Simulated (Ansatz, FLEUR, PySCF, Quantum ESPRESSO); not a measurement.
**One calculation of SnTe, 8 ways**

```xyz
2
Lattice="0.0000 3.1509 3.1509 3.1509 0.0000 3.1509 3.1509 3.1509 0.0000" Properties=species:S:1:pos:R:3 pbc="T T T"
Te    3.1509    3.1509    3.1509
Sn    0.0000    0.0000    0.0000
```

Alike in all runs: task equation of state; functional PBEsol; k mesh 7 × 7 × 7; occupations fermi-dirac, width 0.05 eV; no spin polarisation; no spin-orbit coupling.

| program and potentials | plane-wave cutoff (eV) | notes | equilibrium volume (Å³/atom) | bulk modulus (GPa) |
| --- | --- | --- | --- | --- |
| Ansatz, Ansatz PAW | 420 | potentials made for PBE, which Ansatz adapts in part | 31.03 | 46.8 |
| Ansatz, Ansatz PAW (files of its older set among them) | 640 | potentials made for PBE, which Ansatz adapts in part | 31.03 | 46.8 |
| Ansatz, PseudoDojo standard | 1120 | potentials made for PBE | 30.99 | 47.0 |
| Ansatz, PseudoDojo stringent | 1388 | potentials made for PBE | 31.07 | 46.7 |
| Ansatz, JTH PAW | 6600 | potentials made for PBE | 31.02 | 47.0 |
| PySCF, DZVP-MOLOPT-SR/GTH-PBE (potentials made for PBE) | - | atomic basis; potentials made for PBE | 32.54 | 44.1 |
| Quantum ESPRESSO, PseudoDojo 0.4.1 SR PBEsol standard | 1088 | - | 31.07 | 47.0 |
| FLEUR, all-electron, FLAPW | - | - | 31.04 | 46.8 |

The equilibrium volume spans 30.99 (Ansatz, PseudoDojo standard) to 32.54 Å³/atom (PySCF, DZVP-MOLOPT-SR/GTH-PBE (potentials made for PBE)), with all-electron results at 31.04. The bulk modulus spans 44.1 (PySCF, DZVP-MOLOPT-SR/GTH-PBE (potentials made for PBE)) to 47.0 GPa (Ansatz, JTH PAW), with all-electron results at 46.8. Rows in atomic bases carry the error of their basis and grid, which can be large.

Differences between rows come from potentials, basis sets and numerical settings, since the functional is the same but for its coding. Runs on potential files found faulty are left out.
